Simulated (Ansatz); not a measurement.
System: NiO, 4 atoms in the cell.

Computed with PBE+U, plane waves, PAW datasets (generated soft set 1) in Ansatz.

Cutoff 420 eV; k-mesh 3×3×3 Γ-centred; Fermi–Dirac smearing of 0.15 eV; starting moments Ni1 1.6, Ni3 -1.6 μB; U(eff) = 6 eV on Ni d (Dudarev, all-electron orthogonalised atomic projectors).

```xyz
4
Lattice="-3.9789 -0.1028 3.7611 0.0860 1.9712 1.9151 -2.1014 2.0486 -0.1634" Properties=species:S:1:pos:R:3:forces:R:3 pbc="T T T" pressure_GPa=37.65
Ni   -4.3811    1.6348    2.7576   -1.2935   -0.7601    1.6172
O    -6.3857    3.5696    4.7694   -0.1555    0.6319   -2.6930
Ni   -6.4881    1.5903    4.6817    0.7528   -0.1157    1.4139
O    -8.5096    3.5326    6.5025    0.6963    0.2434   -0.3383
```

Forces are in eV/Å.

- Largest force: 2.771 eV/Å on O2
- Smearing term TS: 0.0 meV/atom
- Net moment: 0.00 μB
- Gap on the mesh: 2.96 eV
- Valence electrons: 48
- Irreducible k-points: 14
- CPU time: of the order of 16 core-seconds on a shared host

The stress includes the program's correction for the finite plane-wave basis.

The k-mesh is coarse, so these values belong to this mesh and can lie far from the converged ones. A gap read on the mesh is an upper bound of this method's gap, since the mesh can miss a band edge. The cell is a model and need not be the structure known for this compound. With open shells the self-consistent state may not be the lowest one. Semilocal functionals give gaps that mostly lie well below measured ones.
